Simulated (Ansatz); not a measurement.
# Bi2Se3 (Paraguanajuatite) under changes of volume

One of the cells (28.378 Å³/atom); the others are scaled copies at fixed shape and fractional positions:

```
Bi Se
1.0
     2.07150    1.19598    9.54533
    -2.07150    1.19598    9.54533
     0.00000   -2.39196    9.54533
Bi Se
2 3
Direct
  0.59920 0.59920 0.59920
  0.40080 0.40080 0.40080
  0.78830 0.78830 0.78830
  0.21170 0.21170 0.21170
  0.00000 0.00000 0.00000
```

```yaml
Program: Ansatz 0.2.0
Functional: PBE
Dispersion: D3(BJ)
Potentials_or_basis: Ansatz PAW
Cutoff: "420 eV (not typed: the program's choice for these potentials)"
k_mesh: 8 × 8 × 8
Occupations: fermi-dirac, width 0.05 eV
Spin: no spin polarisation
```

```csv
volume (Å³/atom),energy over the lowest point (meV/atom),pressure (GPa),gap on the mesh (eV),largest force (eV/Å)
26.675,24.59,4.7,0.16,0.687
27.243,?,?,?,?
27.810,3.00,1.5,0.20,0.325
28.378,0.00,0.2,0.22,0.166
28.946,1.49,-1.0,0.23,0.108
29.513,7.01,-2.1,0.24,0.128
30.081,16.14,-3.1,0.26,0.259
```

Task: What does the run at 27.243 Å³/atom give?

Result: Energy over the lowest point 11.00 meV/atom; pressure 3.0 GPa; gap on the mesh 0.18 eV; largest force 0.499 eV/Å.

Worked out: A Birch-Murnaghan fit of order 3 (a polynomial in V^(-2/3)) to the other rows has its minimum at 28.46 Å³/atom with B0 = V·E''(V) = 62 GPa and B' = 4.5 at fixed shape and positions, which overstates the stiffness. It gives 10.99 meV/atom at 27.243 Å³/atom, against the run's 11.00, and -dE/dV = 3.0 GPa, against 3.0. A straight line through the other rows of the gap, of slope 0.8 eV per unit of ln V (its deformation potential), gives 0.18 eV, against the run's 0.18.

Energies are extrapolated to zero smearing.

Caveats: spin-orbit coupling is left out, which as a rule narrows the gap of such compounds by several tenths of an eV.

A mesh can miss the band edges.
